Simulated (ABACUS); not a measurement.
Wanted: the native input for an ABACUS 3.10.1 run.

| Quantity | Value |
| --- | --- |
| Task | single point |
| Functional | PBEsol |
| Potentials or basis | PseudoDojo NC SR 0.5 PBE standard |
| Cutoff | 1116 eV |
| Density cutoff | 4463 eV |
| Basis | plane waves |
| k mesh | 6 × 6 × 6 |
| Occupations | fermi-dirac, width 0.05 eV |
| Spin | no spin polarisation |
| Radial cutoff of the potentials (pseudo_rcut) | 10 bohr |
| SCF threshold on the density | 1e-08 |
| Max SCF steps | 100 |
| Eigensolver | dav |
| Mixing | broyden |
| Mixing share | 0.7 |
| Symmetry key | 1 |
| Bands | 23 |

Crystal: AgBr.

```
CELL_PARAMETERS angstrom
0.00000 2.87015 2.87015
2.87015 0.00000 2.87015
2.87015 2.87015 0.00000
ATOMIC_POSITIONS crystal
Ag 0.00000 0.00000 0.00000
Br 0.50000 0.50000 0.50000
```

One way to write it, as run:

INPUT

```
INPUT_PARAMETERS
suffix              AgBr
calculation         scf
basis_type          pw
pseudo_dir          ./
symmetry            1
dft_functional      pbesol
ecutwfc             82
pseudo_rcut         10
nspin               1
nbands              23
ks_solver           dav
smearing_method     fd
smearing_sigma      0.00367493
scf_thr             1e-08
scf_nmax            100
mixing_type         broyden
mixing_beta         0.7
cal_force           1
cal_stress          1
out_chg             1
kpar                4
```

STRU

```
ATOMIC_SPECIES
Ag 107.8682 Ag.upf
Br 79.9040 Br.upf

LATTICE_CONSTANT
7.6704078944

LATTICE_VECTORS
0.0000000000 0.7071067812 0.7071067812
0.7071067812 0.0000000000 0.7071067812
0.7071067812 0.7071067812 0.0000000000

ATOMIC_POSITIONS
Cartesian

Ag
0.0
1
0.0000000000 0.0000000000 0.0000000000 1 1 1

Br
0.0
1
0.7071067812 0.7071067812 0.7071067812 1 1 1
```

KPT

```
K_POINTS
0
Gamma
6 6 6 0 0 0
```

Potentials or basis: PseudoDojo NC SR 0.5 PBE standard, plane waves.

Command:

```console
$ OMP_NUM_THREADS=1 mpirun -np 4 abacus > log
```

Results of the run:

* Pressure: -1.7 GPa
* Band gap on the k mesh: 0.50 eV, indirect (least direct gap 2.45 eV)

Caveat: the potentials were made for another functional, which shifts forces and pressure.

Run time: 15 s on 4 MPI ranks on Intel(R) Xeon(R) Platinum 8259CL CPU @ 2.50GHz (Skylake/Cascade Lake) (shared host), peak memory 0.4 GiB a rank.
